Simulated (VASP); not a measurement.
The system is CaSe.

```
Se Ca
1.0
     0.00000    2.95600    2.95600
     2.95600    0.00000    2.95600
     2.95600    2.95600    0.00000
Se Ca
1 1
Direct
  0.50000 0.50000 0.50000
  0.00000 0.00000 0.00000
```

Base run:

```yaml
Program: VASP 6.6.1
Functional: r2SCAN
Potentials_or_basis: VASP PAW PBE potentials, release 64 (Se, Ca_sv)
Cutoff: 520 eV
k_mesh: 8 × 8 × 8
Occupations: gaussian, width 0.02 eV
Spin: no spin polarisation
```

Its results: band gap on the k mesh 2.49 eV, indirect (least direct gap 3.44 eV).

Question: The run is repeated on the same cell with these changes: functional from r2SCAN to PBEsol. What comes out?

Answer: Band gap on the k mesh 1.92 eV, indirect (least direct gap 2.87 eV).

r2SCAN gives the wider gap, since meta-GGAs in the generalised Kohn-Sham scheme recover part of the derivative discontinuity.
